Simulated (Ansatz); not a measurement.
# LiF: stress in a strained cell

LiF is deformed so: equal xx and yy strain of -2 %. What stress and forces result, by LAPW, PAW and all-electron datasets made for the crystal?

Computed with Ansatz 0.2.0 (DFT LDA, scalar-relativistic, unless a step's input says otherwise).

### Step 1. The structure to begin with

Symmetry: Fm-3m, No. 225, cubic system. The conventional cell has a = 4.028 Å, b = 4.028 Å, c = 4.028 Å, α = 90.00°, β = 90.00°, γ = 90.00°. Li (site symmetry m-3m) has 6 F at 2.01 Å as nearest neighbours. F (site symmetry m-3m) has 6 Li at 2.01 Å as nearest neighbours.

Structure file:

```
CELL_PARAMETERS angstrom
0.00000 2.01400 2.01400
2.01400 0.00000 2.01400
2.01400 2.01400 0.00000
ATOMIC_POSITIONS crystal
Li 0.00000 0.00000 0.00000
F 0.50000 0.50000 0.50000
```

Atoms are numbered in the order of the input: Li1, F2.

### Step 2. After the deformation

Space group Fm-3m before, I4/mmm after.

### Step 3. Full-potential LAPW

Contents of input.yaml:

```yaml
crystal:
  lattice:
    - [0.0, 1.97372, 2.014]
    - [1.97372, 0.0, 2.014]
    - [1.97372, 1.97372, 0.0]
  atoms:
    - { symbol: Li, position: [0.0, 0.0, 0.0] }
    - { symbol: F, position: [0.5, 0.5, 0.5] }
kpoints:
  mp_grid: { grid: [10, 10, 10] }
  band_path:
    path:
      - [0.0, 0.0, 0.0]
      - [0.0, 0.5, 0.5]
      - [0.25, 0.75, 0.5]
      - [0.0, 0.5, 0.0]
      - [0.0, 0.0, 0.0]
      - [0.5, 0.5, 0.0]
      - [0.37005, 0.62995, 0.0]
      - [-0.37005, 0.37005, 0.0]
      - [0.0, 0.0, 0.0]
    npoints: 5
scf:
  occupations: { method: fermi_dirac, width: 0.03 }
hamiltonian:
  xc: lda
  pseudopotentials: { kind: all_electron, lapw: { basis_error: 0.00025 } }
output:
  forces: true
  stress: true
  eigenvalues: true
```

Run with:

```
> ansatz run input.yaml --threads 1 --pin off --max-ram 3072MiB --backend cpu --events-out ev --progress --plain --runs-dir out
```

### Step 4. PAW on the default files

Contents of input.yaml:

```yaml
crystal:
  lattice:
    - [0.0, 1.97372, 2.014]
    - [1.97372, 0.0, 2.014]
    - [1.97372, 1.97372, 0.0]
  atoms:
    - { symbol: Li, position: [0.0, 0.0, 0.0] }
    - { symbol: F, position: [0.5, 0.5, 0.5] }
kpoints:
  mp_grid: { grid: [10, 10, 10] }
scf:
  occupations: { method: fermi_dirac, width: 0.03 }
hamiltonian:
  xc: lda
  pseudopotentials: { kind: paw }
output:
  forces: true
  stress: true
  eigenvalues: true
  efg: { contact_densities: true }
```

### Step 5. All-electron PAW on datasets made for the crystal

Edit input.yaml of step 4 so:

```diff
@@ -14,3 +14,3 @@
   xc: lda
-  pseudopotentials: { kind: paw }
+  pseudopotentials: { kind: all_electron, datasets: crystal }
 output:
```

(Steps that only read results are left out.)

Q: Predict the outcome of this session. Wanted: pressure; largest shear or deviatoric stress.

The runs gave:

| quantity | value |
| --- | --- |
| pressure | LAPW -3.74, PAW -3.82, crystal datasets -3.74 GPa |
| largest shear or deviatoric stress (LAPW) | 1.03 GPa |

**Reading.** The largest part of the stress beyond the pressure is 1.03 GPa in size, in the zz component; the atoms are carried along and not relaxed. No run of the undeformed cell stands beside it, so the pressure holds what the given cell had before the change. PAW: stress within 0.09 GPa of LAPW. Crystal datasets: stress within 0.01 GPa of LAPW.
